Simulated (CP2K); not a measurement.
The system is MgSi.

```
CELL_PARAMETERS angstrom
5.63020 0.00000 0.00000
-4.82826 2.89604 0.00000
0.00000 0.00000 4.34018
ATOMIC_POSITIONS crystal
Si 0.57064 0.42936 0.75000
Si 0.42936 0.57064 0.25000
Mg 0.16838 0.83162 0.25000
Mg 0.83162 0.16838 0.75000
```

The cell comes from a database or a generator and needn't be the stable form of this composition.

Base run:

```yaml
Program: CP2K 2026.2
Functional: SCAN
Potentials_or_basis: POTENTIAL_UZH Si GTH-SCAN-q4, Mg GTH-SCAN-q10; TZVP-MOLOPT-SCAN-GTH basis
Density_cutoff: 19048 eV
k_mesh: 9 × 9 × 6
Occupations: fermi-dirac, width 0.1 eV
Spin: no spin polarisation
```

Its results: band gap on the k mesh none (metal or under the smearing width); pressure 0.5 GPa; largest force 0.345 eV/Å.

Task: The run is repeated on the same cell with these changes: functional from SCAN to TASK; eps_default from 1.0E-9 to 1.0E-10. What comes out?

Result: Band gap on the k mesh none (metal or under the smearing width); pressure 3.7 GPa; largest force 0.536 eV/Å.

Caveats: the basis of atomic orbitals isn't converged, which shifts pressures, moduli and gaps; the potentials were made for another functional, which shifts forces and pressure (some runs).
